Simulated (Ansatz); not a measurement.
Input and command of a calculation in Ansatz (plane waves; scalar-relativistic PAW potentials unless the input names others):

```yaml
crystal:
  lattice:
    - [0.0, 2.1301137445, 2.1301137445]
    - [2.1301137445, 0.0, 2.1301137445]
    - [2.1301137445, 2.1301137445, 0.0]
  atoms:
    - { symbol: Nb, position: [0.0, 0.0, 0.0] }
basis:
  ecutwfc: 420
  precision: f64
kpoints:
  mp_grid: { grid: [18, 18, 18], shift: [0.5, 0.5, 0.5] }
hamiltonian:
  xc: pbe
scf:
  occupations: { method: gaussian, width: 0.1 }
  eigensolver: { kind: davidson }
output:
  forces: true
  eigenvalues: true
  stress: true
```

```bash
ansatz run input.yaml --threads 1 --pin off --max-ram 2560MiB --backend cpu --events-out ev --progress --plain --runs-dir out
```

Abridged log:
```
Warning: crystal.symmetry: narrowed to the stabiliser of the k-point mesh — unitary ops 48 → 12; excluded 36 operations that carry a point of the 18×18×18 mesh (shift [0.5, 0.5, 0.5]) off the mesh (the run samples exactly the mesh kpoints.mp_grid names, as under crystal.symmetry.detect: false, and its converged state has the mesh's symmetry, not the crystal's; ε∞, the Born charges and the force constants of a linear response (`dielectric:` by the response, `phonons.method: dfpt`) are averaged over those of the crystal's operations that the state keeps within a tolerance, where `mesh_tensors`,  ...
Pseudopotentials: kind: paw
Pseudopotential: Nb, paw, valence charge 13, recommended cutoff 420 eV (normal)
Functional definition: PBE
Crystal: 1 atom, lattice volume = 19.330 Å³
Basis set: ecut = 420 eV, 339 PW (Γ), exchange–correlation on 48×48×48 points (8 copies of the dense FFT grid, shifted against one another)
Bands: 11, of which v1, the nominal top of the filled ones, is band 7 counted from 1 (6 counted from 0)
Symmetry: 12 space group operations
k-points: 570 of 5832
Initial density: superposition of atomic densities (neutral atoms: chi_scale 0, normalization atom), corrected by the library's trained network
Initial wavefunctions: pseudopotential atomic-orbital guess
Functional: x = pbe(κ = 0.804, μ = 0.21951497), c = pbe(β = 0.06672455)
SCF iter   1: F=—  HF=-4551.954499 eV  |F-HF|=—  |Δ(HF+E_count)|=         —  Δρ=2.30e-3  dr2=3.62e-4  ethr=1.77e-3  ⟨swp⟩=6.7  Hψ=25358  notcnv=0
SCF iter   2: F=—  HF=-4551.954879 eV  |F-HF|=—  |Δ(HF+E_count)|=   3.79e-4  Δρ=1.20e-3  dr2=8.95e-5  ethr=2.79e-6  ⟨swp⟩=3.1  Hψ=13732  notcnv=0  defer=4
SCF iter   3: F=—  HF=-4551.954977 eV  |F-HF|=—  |Δ(HF+E_count)|=   9.79e-5  Δρ=2.05e-4  dr2=7.15e-6  ethr=5.35e-8  ⟨swp⟩=2.0  Hψ=21571  notcnv=0
SCF iter   4: F=—  HF=-4551.954974 eV  |F-HF|=—  |Δ(HF+E_count)|=   2.45e-6  Δρ=5.72e-5  dr2=2.32e-7  ethr=5.35e-8  ⟨swp⟩=3.0  Hψ=11477  notcnv=0
SCF iter   5: F=-4551.954974 eV  HF=-4551.954974 eV  |F-HF|=1.67e-8  |Δ(HF+E_count)|=   2.74e-8  Δρ=1.93e-5  dr2=2.85e-8  ethr=1.78e-9  ⟨swp⟩=3.0  Hψ=13895  notcnv=0
SCF iter   6: F=-4551.954974 eV  HF=-4551.954974 eV  |F-HF|=2.36e-9  |Δ(HF+E_count)|=   8.79e-9  Δρ=7.11e-6  dr2=3.57e-9  ethr=2.19e-10  ⟨swp⟩=2.0  Hψ=10090  notcnv=0
SCF 1 converged in 6 iterations: F = -4551.954974 eV  dr2 = 3.57e-9
  Residual-converged pass: ⟨swp⟩=3.0  Hψ=11305  notcnv=0  max |occ|·‖R‖ = 6.7e-6 eV (tolerance 6.7e-6 eV) dr2=3.40e-9  dr2_onsite=6.13e-10  max |Δocc| = 5.7e-9
SCF converged after 6 iterations
Free energy (F): -4551.954974 eV
Harris-Foulkes:  -4551.954974 eV  (|F-HF|=2.36e-9)
Internal energy: -4551.947176 eV  (E = F + TS)
E sigma→0 (E₀):  -4551.951075 eV
Entropy (-TS):   -0.007798 eV (-7.798 meV/atom)
Fermi energy:    16.712968 eV
--- Forces (eV/Å), atoms counted from 1 ---
  atom   1  Nb     0.00000000     0.00000000     0.00000000
--- Stress (GPa, compression-positive) ---
       -4.610477       0.001894       0.001894
        0.001894      -4.610477       0.001894
        0.001894       0.001894      -4.610477
  P = ⅓ Tr σ = -4.6105 GPa (-46.105 kbar)
```

Apart from outputs and empty bands, the input differs from a reference run on usual settings in kpoints.mp_grid.shift: not typed → [0.5, 0.5, 0.5]; scf.eigensolver.kind: not typed → "davidson"; basis.precision: not typed → "f64". The reference, at the same geometry (not necessarily relaxed), gave pressure -4.62 GPa, largest force 0.000 eV/Å, no gap on the mesh. This run converged in 6 SCF iterations (reference: 6) with an energy at zero smearing 1.18 meV/atom above the reference's, pressure -4.61 GPa, largest force 0.000 eV/Å, no gap on the mesh.

Time: 7.5 s on 1 thread of Arm Neoverse V2, on a shared host, peak memory 0.34 GiB.